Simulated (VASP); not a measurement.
Given:

```
CsPbI3
1.0
    6.35087     0.00000     0.00000
    0.00000     6.35087     0.00000
    0.00000     0.00000     6.35087
Cs Pb I
1 1 3
Direct
  0.00000   0.00000   0.00000
  0.50000   0.50000   0.50000
  0.50000   0.00000   0.50000
  0.00000   0.50000   0.50000
  0.50000   0.50000   0.00000
```

Method: r2SCAN meta-GGA, VASP's PBE PAW potentials (set 64) (plane waves; VASP). Run with 520 eV cut-off, 4×4×4 Γ-centred mesh, Gaussian smearing of 0.050 eV, potentials Cs_sv Pb_d I.

**Question.** Give the energy at these volumes per atom, relative to the lowest: 47.11, 48.61, 50.12, 51.62, 53.12 Å³.

**Answer.** 20.2, 7.6, 1.2, 0.0, 3.2 meV/atom. A third-order Birch-Murnaghan fit gives B0 = 16.7 GPa and B0′ = 4.8.

The compound is CsPbI3 in the cubic perovskite structure, the ideal cubic form; the compound distorts at low or room temperature. It was relaxed first.
